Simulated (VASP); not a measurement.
# MnS (Fm-3m) in VASP: further runs

One crystal, MnS, is run at these levels: PBE+TS+U, PBE; tasks: electron localisation function, equation of state.

All numbers are computed with VASP 6.6.1; they aren't measurements. Logs are shortened: lines on timing, memory, paths and dates and some standing lists are left out, and cuts for length are marked.

## Step 1: The crystal as given

The structure is cubic, space group Fm-3m (No. 225). Conventional cell: a = 5.209 Å, b = 5.209 Å, c = 5.209 Å, α = 90.00°, β = 90.00°, γ = 90.00°. Around Mn (site symmetry m-3m) lie 6 S at 2.60 Å. Around S (site symmetry m-3m) lie 6 Mn at 2.60 Å.

## Step 2: Electron localisation function, PBE+TS+U, collinear spin, antiferromagnetic start

Contents of INCAR:

```
ALGO     = Fast           # electronic algorithm
EDIFF    = 1E-7           # SCF threshold, eV
ENCUT    = 520            # plane-wave cutoff, eV
GGA      = PE             # functional
ISIF     = 2              # what is computed and relaxed
ISMEAR   = -1             # smearing method
ISPIN    = 2              # spin polarisation
IVDW     = 2              # dispersion correction
LASPH    = T              # aspherical terms in the spheres
LCHARG   = T              # write CHGCAR
LDAU     = T              # DFT+U
LDAUJ    = 0 0          
LDAUL    = 2 -1           # shell
LDAUPRINT= 1            
LDAUTYPE = 2            
LDAUU    = 2 0            # U, eV
LELF     = T              # ELF
LMAXMIX  = 4              # l up to which the mixer works
LORBIT   = 11             # projections on sites
LREAL    = F              # projectors in reciprocal space
LWAVE    = F              # write WAVECAR
MAGMOM   = 4 -4 0 0       # initial moments
NELM     = 120            # most SCF steps
NUPDOWN  = 0              # fixed moment
PREC     = Accurate       # precision mode
SIGMA    = 0.1            # smearing width, eV
```

Contents of KPOINTS:

```
k-points
0
Gamma
  9 9 9
```

Contents of POSCAR:

```
MnS
1.0
    5.2090000000      2.6045000000      2.6045000000
    2.6045000000      5.2090000000      2.6045000000
    2.6045000000      2.6045000000      5.2090000000
Mn S
2 2
Direct
    0.0000000000      0.0000000000      0.0000000000
    0.5000000000      0.5000000000      0.5000000000
    0.2500000000      0.2500000000      0.2500000000
    0.7500000000      0.7500000000      0.7500000000
```

Potentials or basis: VASP PAW PBE potentials, release 64 (Mn_pv, S).

Launch:

```bash
> cat potpaw_PBE.64/Mn_pv/POTCAR potpaw_PBE.64/S/POTCAR > POTCAR
> mpirun -np 1 vasp_std > vasp.out
```

OUTCAR:

```text
EDIFF = 1E-7
   ENCUT = 520
   GGA = PE
   ISIF = 2
   ISMEAR = -1
   ISPIN = 2
   IVDW = 2
   LASPH = T
   LORBIT = 11
   LREAL = F
   NELM = 120
   NUPDOWN = 0
   PREC = Accurate
  IVDW =   2

 ion  position               nearest neighbor table
   1  0.000  0.000  0.000-   4 2.60   4 2.60   4 2.60   3 2.60   3 2.60   3 2.60
   2  0.500  0.500  0.500-   3 2.60   3 2.60   3 2.60   4 2.60   4 2.60   4 2.60
   3  0.250  0.250  0.250-   1 2.60   1 2.60   1 2.60   2 2.60   2 2.60   2 2.60
   4  0.750  0.750  0.750-   2 2.60   2 2.60   2 2.60   1 2.60   1 2.60   1 2.60

  LATTYP: Found a trigonal (rhomboedric) cell.
 ALAT       =     6.3796960351
 COS(alpha) =     0.8333333333

  Lattice vectors:

 A1 = (   5.2090000000,   2.6045000000,   2.6045000000)
 A2 = (   2.6045000000,   5.2090000000,   2.6045000000)
 A3 = (   2.6045000000,   2.6045000000,   5.2090000000)

Analysis of symmetry for initial positions (statically):
=====================================================================
 Subroutine PRICEL returns following result:

  LATTYP: Found a face centered cubic cell.
 ALAT       =     5.2090000000
[... 12 lines left out ...]
 Subroutine GETGRP returns: Found 12 space group operations
 (whereof 12 operations were pure point group operations)
 out of a pool of 12 trial point group operations.

The static configuration has the point symmetry D_3d.

Analysis of symmetry for dynamics (positions and initial velocities):
=====================================================================
 Subroutine PRICEL returns following result:

  LATTYP: Found a face centered cubic cell.
 ALAT       =     5.2090000000
[... 12 lines left out ...]
 Subroutine GETGRP returns: Found 12 space group operations
 (whereof 12 operations were pure point group operations)
 out of a pool of 12 trial point group operations.

The dynamic configuration has the point symmetry D_3d.

Analysis of structural, dynamic, and magnetic symmetry:
=====================================================================
 Subroutine PRICEL returns following result:

  LATTYP: Found a face centered cubic cell.
 ALAT       =     5.2090000000
[... 12 lines left out ...]
 Subroutine GETGRP returns: Found 12 space group operations
 (whereof 12 operations were pure point group operations)
 out of a pool of 12 trial point group operations.

The overall configuration has the point symmetry D_3d.

 Subroutine INISYM returns: Found 12 space group operations
 (whereof 12 operations are pure point group operations),
 and found     2 'primitive' translations

----------------------------------------------------------------------------------------

                                     Primitive cell

  volume of cell :      35.3348

  direct lattice vectors                    reciprocal lattice vectors
     0.000000000 -2.604500000  2.604500000     0.191975427 -0.191975427  0.191975427
    -2.604500000 -0.000000000  2.604500000    -0.191975427  0.191975427  0.191975427
    -2.604500000 -2.604500000  0.000000000    -0.191975427 -0.191975427 -0.191975427

  length of vectors
     3.683319223  3.683319223  3.683319223     0.332511194  0.332511194  0.332511194

  position of ions in fractional coordinates (direct lattice)
     0.000000000  0.000000000  0.000000000
     0.500000000  0.500000000  0.500000000

  ion indices of the primitive-cell ions
   primitive index   ion index
                 1           1
                 2           3
[... 140 lines left out ...]
  o =  0.0211  v =  0.0000  0.0000  0.0000  0.0000  0.0000 -0.5774 -0.5774  0.0000 -0.5774  0.0000      0.0000  0.0000  0.0000  0.0000  0.0000  0.0000  0.0000  0.0000  0.0000  0.0000
  o =  0.1161  v =  0.0000  0.0000  0.0000  0.0000  0.0000 -0.0011 -0.0093 -0.0934  0.0104 -0.9955      0.0000  0.0000  0.0000  0.0000  0.0000  0.0000  0.0000  0.0000  0.0000  0.0000
  o =  0.1161  v =  0.0000  0.0000  0.0000  0.0000  0.0000  0.0114 -0.0066  0.9955 -0.0048 -0.0934      0.0000  0.0000  0.0000  0.0000  0.0000  0.0000  0.0000  0.0000  0.0000  0.0000
  o =  0.9220  v = -0.4996 -0.3054 -0.0583  0.8051 -0.0748  0.0000  0.0000  0.0000  0.0000  0.0000      0.0000  0.0000  0.0000  0.0000  0.0000  0.0000  0.0000  0.0000  0.0000  0.0000
  o =  0.9220  v =  0.6411 -0.7532  0.0748  0.1121 -0.0583  0.0000  0.0000  0.0000  0.0000  0.0000      0.0000  0.0000  0.0000  0.0000  0.0000  0.0000  0.0000  0.0000  0.0000  0.0000
  o =  0.9225  v = -0.5774 -0.5774  0.0000 -0.5774 -0.0000  0.0000  0.0000  0.0000  0.0000  0.0000      0.0000  0.0000  0.0000  0.0000  0.0000  0.0000  0.0000  0.0000  0.0000  0.0000
  o =  0.9408  v = -0.0239  0.0757  0.3067 -0.0519 -0.9471  0.0000  0.0000  0.0000  0.0000  0.0000      0.0000  0.0000  0.0000  0.0000  0.0000  0.0000  0.0000  0.0000  0.0000  0.0000
  o =  0.9408  v =  0.0737 -0.0162 -0.9471 -0.0575 -0.3067  0.0000  0.0000  0.0000  0.0000  0.0000      0.0000  0.0000  0.0000  0.0000  0.0000  0.0000  0.0000  0.0000  0.0000  0.0000

[... 23 lines left out ...]
  o =  0.0209  v =  0.7639 -0.6314 -0.0131 -0.1326  0.0049  0.0000  0.0000  0.0000  0.0000  0.0000      0.0000  0.0000  0.0000  0.0000  0.0000  0.0000  0.0000  0.0000  0.0000  0.0000
  o =  0.0211  v =  0.5774  0.5774 -0.0000  0.5774 -0.0000  0.0000  0.0000  0.0000  0.0000  0.0000      0.0000  0.0000  0.0000  0.0000  0.0000  0.0000  0.0000  0.0000  0.0000  0.0000
  o =  0.1161  v = -0.0107  0.0087 -0.9401  0.0020  0.3407  0.0000  0.0000  0.0000  0.0000  0.0000      0.0000  0.0000  0.0000  0.0000  0.0000  0.0000  0.0000  0.0000  0.0000  0.0000
  o =  0.1161  v =  0.0039  0.0074  0.3407 -0.0112  0.9401  0.0000  0.0000  0.0000  0.0000  0.0000      0.0000  0.0000  0.0000  0.0000  0.0000  0.0000  0.0000  0.0000  0.0000  0.0000
  o =  0.9220  v =  0.0000  0.0000  0.0000  0.0000  0.0000 -0.5195 -0.2817 -0.0606  0.8011 -0.0729      0.0000  0.0000  0.0000  0.0000  0.0000  0.0000  0.0000  0.0000  0.0000  0.0000
  o =  0.9220  v =  0.0000  0.0000  0.0000  0.0000  0.0000  0.6251 -0.7625  0.0729  0.1373 -0.0606      0.0000  0.0000  0.0000  0.0000  0.0000  0.0000  0.0000  0.0000  0.0000  0.0000
  o =  0.9225  v =  0.0000  0.0000  0.0000  0.0000  0.0000 -0.5774 -0.5774  0.0000 -0.5774 -0.0000      0.0000  0.0000  0.0000  0.0000  0.0000  0.0000  0.0000  0.0000  0.0000  0.0000
  o =  0.9408  v =  0.0000  0.0000  0.0000  0.0000  0.0000  0.0000 -0.0671 -0.0000  0.0671  0.9955      0.0000  0.0000  0.0000  0.0000  0.0000  0.0000  0.0000  0.0000  0.0000  0.0000
  o =  0.9408  v =  0.0000  0.0000  0.0000  0.0000  0.0000  0.0774 -0.0387 -0.9955 -0.0387 -0.0000      0.0000  0.0000  0.0000  0.0000  0.0000  0.0000  0.0000  0.0000  0.0000  0.0000

 number of electron      38.0000015 magnetization      -0.0000000

 Free energy of the ion-electron system (eV)
  ---------------------------------------------------
  ext. energy  EPLUGINS =         0.00000000
  ---------------------------------------------------
  free energy    TOTEN  =       -27.08630059 eV

  energy without entropy =      -27.08626867  energy(sigma->0) =      -27.08628463

 E-fermi :   6.7157     XC(G=0): -10.6143

 val. band max:        5.9498855707   @ k =   0.4444   0.4444   0.4444
 cond. band min:       7.6551844467   @ k =  -0.4444  -0.4444   0.1111
 fundamental gap:      1.7052988760
 Fermi energy:         6.7157351262

 spin component 1

 k-point     1 :       0.0000    0.0000    0.0000
  band No.  band energies     occupation
      1     -44.0917      1.00000
      2     -44.0882      1.00000
      3     -44.0882      1.00000
      4     -39.3839      1.00000
      5     -39.3839      1.00000
      6     -39.3781      1.00000
[... 1241 lines left out ...]
     22       8.9458      0.00000
     23       9.1219      0.00000

 [... further k-points ...]

------------------------ aborting loop because EDIFF is reached ----------------------------------------

  Hirshfeld charges:
            ion         q(e)
   ------------------------------
      1     Mn       0.32727581
      2     Mn       0.32727581
      3     S       -0.32727581
      4     S       -0.32727581

  Tkatchenko/Scheffler method for vdW energy calculation

  Number of pair interactions contributing to vdW energy:   73600

  Edisp (eV):   -1.41529

  FORCE on cell =-STRESS in cart. coord.  units (eV):
  Direction    XX          YY          ZZ          XY          YZ          ZX
  --------------------------------------------------------------------------------------
  -------------------------------------------------------------------------------------
  Total      -0.48990    -0.48990    -0.48990    -0.08759    -0.08759    -0.08759
  in kB     -11.10660   -11.10660   -11.10660    -1.98575    -1.98575    -1.98575
  external pressure =      -11.11 kB  Pullay stress =        0.00 kB

 VOLUME and BASIS-vectors are now :
 -----------------------------------------------------------------------------
  energy-cutoff  :      520.00
  volume of cell :       70.67
      direct lattice vectors                 reciprocal lattice vectors
     5.209000000  2.604500000  2.604500000     0.287963141 -0.095987714 -0.095987714
     2.604500000  5.209000000  2.604500000    -0.095987714  0.287963141 -0.095987714
     2.604500000  2.604500000  5.209000000    -0.095987714 -0.095987714  0.287963141

 POSITION                                       TOTAL-FORCE (eV/Angst)
 -----------------------------------------------------------------------------------
      0.00000      0.00000      0.00000        -0.000000     -0.000000     -0.000000
      5.20900      5.20900      5.20900         0.000000      0.000000     -0.000000
      2.60450      2.60450      2.60450        -0.000000     -0.000000      0.000000
      7.81350      7.81350      7.81350         0.000000     -0.000000      0.000000
 -----------------------------------------------------------------------------------
    total drift:                                0.000000     -0.000000     -0.000000

  FREE ENERGIE OF THE ION-ELECTRON SYSTEM (eV)
  ---------------------------------------------------
  free  energy   TOTEN  =       -28.5015859361 eV

  energy  without entropy=      -28.5015540120  energy(sigma->0) =      -28.50156997

 total charge

# of ion       s       p       d       tot
------------------------------------------
    1        0.212   6.162   4.925  11.299
    2        0.212   6.162   4.925  11.299
    3        1.323   2.436   0.000   3.759
    4        1.323   2.436   0.000   3.759
--------------------------------------------------
tot          3.070  17.196   9.849  30.116

 magnetization (x)

# of ion       s       p       d       tot
------------------------------------------
    1        0.022   0.018   4.344   4.384
    2       -0.022  -0.018  -4.344  -4.384
    3        0.000   0.000   0.000   0.000
    4        0.000   0.000   0.000   0.000
--------------------------------------------------
tot          0.000   0.000   0.000   0.000
```

Run time: 13 min. Hardware: 1 thread of Intel Xeon Platinum 8488C (Sapphire Rapids), shared host; peak memory 0.53 GiB.

The run converged, but a check on its numbers failed (symmetry, net force, bounds or a known fault of this set-up), so they aren't taken as properties of the crystal.

Caveat: the result breaks the symmetry of the cell; the total moment is fixed, so each spin has its own Fermi level.

## Step 3: Equation of state, PBE, collinear spin, ferromagnetic start, 16.16 Å³/atom (a relaxed cell with its volume scaled by 0.96)

Contents of INCAR:

```
SYSTEM = MnS
PREC = Accurate
ENCUT = 520
EDIFF = 1E-6
ISMEAR = -1
SIGMA = 0.05
LREAL = .FALSE.
LASPH = .TRUE.
NELM = 150
ALGO = Normal
ISIF = 2
LWAVE = .FALSE.
LCHARG = .FALSE.
ISPIN = 2
MAGMOM = 4 0
LORBIT = 11
LMAXMIX = 4
GGA = PE
```

Contents of KPOINTS:

```
regular mesh
0
G
  8 8 8
  0 0 0
```

Contents of POSCAR:

```
MnS                                     
1.0
    0.0000000000      2.5283903293      2.5283903293
    2.5283903293      0.0000000000      2.5283903293
    2.5283903293      2.5283903293      0.0000000000
  Mn              S             
     1     1
Direct
     0.0000000000000000    0.0000000000000000    0.0000000000000000
     0.5000000000000000    0.5000000000000000    0.5000000000000000
```

Potentials or basis: VASP PAW PBE potentials, release 64 (Mn_pv, S).

Launch:

```bash
> cat potpaw_PBE.64/Mn_pv/POTCAR potpaw_PBE.64/S/POTCAR > POTCAR
> mpirun -np 1 vasp_std > vasp.out
```

Run time: 28 s. Hardware: 1 thread of Intel Xeon Platinum 8259CL at 2.50GHz (Skylake/Cascade Lake), shared host; peak memory 0.18 GiB.

Results (log left out):

```yaml
Free_energy: -14.0800 eV
Pressure: 2.4 GPa
Band_gap_on_the_k_mesh: none (metal or under the smearing width)
Net_moment: 4.50 μB per cell
Site_moments: Mn +4.09; S +0.09 μB
Valence_electrons_inside_the_program's_atomic_spheres: Mn 11.39; S 3.75
```

Caveat: a cell with one magnetic atom can't hold antiferromagnetic order, which such compounds often take; semilocal functionals often make such compounds metallic where correlation or magnetic order opens a gap, which also shifts bond lengths.

## Step 4: Equation of state, PBE, collinear spin, ferromagnetic start, 16.50 Å³/atom (a relaxed cell with its volume scaled by 0.98)

INCAR is that of step 3.

KPOINTS is that of step 3.

Contents of POSCAR:

```
MnS                                     
1.0
    0.0000000000      2.5458280550      2.5458280550
    2.5458280550      0.0000000000      2.5458280550
    2.5458280550      2.5458280550      0.0000000000
  Mn              S             
     1     1
Direct
     0.0000000000000000    0.0000000000000000    0.0000000000000000
     0.5000000000000000    0.5000000000000000    0.5000000000000000
```

Launch:

```bash
> cat potpaw_PBE.64/Mn_pv/POTCAR potpaw_PBE.64/S/POTCAR > POTCAR
> mpirun -np 1 vasp_std > vasp.out
```

Wall time 28 s (1 thread of Intel Xeon Platinum 8259CL at 2.50GHz (Skylake/Cascade Lake), shared host); peak memory 0.18 GiB.

The run converged. Its results:

| Quantity | Value |
| --- | --- |
| Free energy | -14.0881 eV |
| Pressure | 1.2 GPa |
| Band gap on the k mesh | none (metal or under the smearing width) |
| Net moment | 4.57 μB per cell |
| Site moments | Mn +4.15; S +0.10 μB |
| Valence electrons inside the program's atomic spheres | Mn 11.37; S 3.74 |

Caveat: a cell with one magnetic atom can't hold antiferromagnetic order, which such compounds often take; semilocal functionals often make such compounds metallic where correlation or magnetic order opens a gap, which also shifts bond lengths.

## Step 5: Equation of state, PBE, collinear spin, ferromagnetic start, 16.84 Å³/atom

This run uses another cell than the first one: it holds 2 atoms, not 4.

INCAR is that of step 4.

KPOINTS is that of step 4.

Contents of POSCAR:

```
MnS                                     
1.0
    0.0000000000      2.5630301177      2.5630301177
    2.5630301177      0.0000000000      2.5630301177
    2.5630301177      2.5630301177      0.0000000000
  Mn              S             
     1     1
Direct
     0.0000000000000000    0.0000000000000000    0.0000000000000000
     0.5000000000000000    0.5000000000000000    0.5000000000000000
```

Launch:

```bash
> cat potpaw_PBE.64/Mn_pv/POTCAR potpaw_PBE.64/S/POTCAR > POTCAR
> mpirun -np 1 vasp_std > vasp.out
```

It took 28 s on 1 thread of Intel Xeon Platinum 8259CL at 2.50GHz (Skylake/Cascade Lake), shared host; peak memory 0.18 GiB.

The run converged. Its results:

```
Free energy                                           : -14.0909 eV
Pressure                                              : 0.0 GPa
Band gap on the k mesh                                : none (metal or under the smearing width)
Net moment                                            : 4.62 μB per cell
Site moments                                          : Mn +4.19; S +0.10 μB
Valence electrons inside the program's atomic spheres : Mn 11.35; S 3.74
```

Caveat: a cell with one magnetic atom can't hold antiferromagnetic order, which such compounds often take; semilocal functionals often make such compounds metallic where correlation or magnetic order opens a gap, which also shifts bond lengths.

## Step 6: Equation of state, PBE, collinear spin, ferromagnetic start, 17.17 Å³/atom (a relaxed cell with its volume scaled by 1.02)

INCAR is that of step 5.

KPOINTS is that of step 5.

Contents of POSCAR:

```
MnS                                     
1.0
    0.0000000000      2.5800043218      2.5800043218
    2.5800043218      0.0000000000      2.5800043218
    2.5800043218      2.5800043218      0.0000000000
  Mn              S             
     1     1
Direct
     0.0000000000000000    0.0000000000000000    0.0000000000000000
     0.5000000000000000    0.5000000000000000    0.5000000000000000
```

Potentials or basis: VASP PAW PBE potentials, release 64 (Mn_pv, S).

Launch:

```bash
> cat potpaw_PBE.64/Mn_pv/POTCAR potpaw_PBE.64/S/POTCAR > POTCAR
> mpirun -np 1 vasp_std > vasp.out
```

It took 31 s on 1 thread of Intel Xeon Platinum 8259CL at 2.50GHz (Skylake/Cascade Lake), shared host; peak memory 0.18 GiB.

Results (log left out):

| Property | Result |
| --- | --- |
| Free energy | -14.0884 eV |
| Pressure | -1.4 GPa |
| Band gap on the k mesh | none (metal or under the smearing width) |
| Net moment | 4.66 μB per cell |
| Site moments | Mn +4.21; S +0.10 μB |
| Valence electrons inside the program's atomic spheres | Mn 11.33; S 3.73 |

Caveat: a cell with one magnetic atom can't hold antiferromagnetic order, which such compounds often take; semilocal functionals often make such compounds metallic where correlation or magnetic order opens a gap, which also shifts bond lengths.

## Step 7: Equation of state, PBE, collinear spin, ferromagnetic start, 17.51 Å³/atom (a relaxed cell with its volume scaled by 1.04)

INCAR is that of step 6.

KPOINTS is that of step 6.

Contents of POSCAR:

```
MnS                                     
1.0
    0.0000000000      2.5967580661      2.5967580661
    2.5967580661      0.0000000000      2.5967580661
    2.5967580661      2.5967580661      0.0000000000
  Mn              S             
     1     1
Direct
     0.0000000000000000    0.0000000000000000    0.0000000000000000
     0.5000000000000000    0.5000000000000000    0.5000000000000000
```

Launch:

```bash
> cat potpaw_PBE.64/Mn_pv/POTCAR potpaw_PBE.64/S/POTCAR > POTCAR
> mpirun -np 1 vasp_std > vasp.out
```

Wall time 29 s (1 thread of Intel Xeon Platinum 8259CL at 2.50GHz (Skylake/Cascade Lake), shared host); peak memory 0.18 GiB.

It converged, with:

```yaml
Free_energy: -14.0801 eV
Pressure: -2.7 GPa
Band_gap_on_the_k_mesh: none (metal or under the smearing width)
Net_moment: 4.68 μB per cell
Site_moments: Mn +4.24; S +0.10 μB
Valence_electrons_inside_the_program's_atomic_spheres: Mn 11.31; S 3.73
```

Caveat: a cell with one magnetic atom can't hold antiferromagnetic order, which such compounds often take; semilocal functionals often make such compounds metallic where correlation or magnetic order opens a gap, which also shifts bond lengths.

## Step 8: Equation of state, PBE, collinear spin, ferromagnetic start

This step only gathers the single runs of the series.

Results:

| Item | Value |
| --- | --- |
| Equilibrium volume | 16.85 Å³/atom (rough: see the caveat) |
| Bulk modulus | 65 GPa (rough) |

Energy against volume, from the lowest point:
| volume (Å³/atom) | energy (meV/atom) |
| --- | --- |
| 16.163 | 5.48 |
| 16.500 | 1.43 |
| 16.837 | 0.00 |
| 17.174 | 1.29 |
| 17.510 | 5.40 |

Caveat: the fit is doubtful: noisy points or a state that changes with volume.
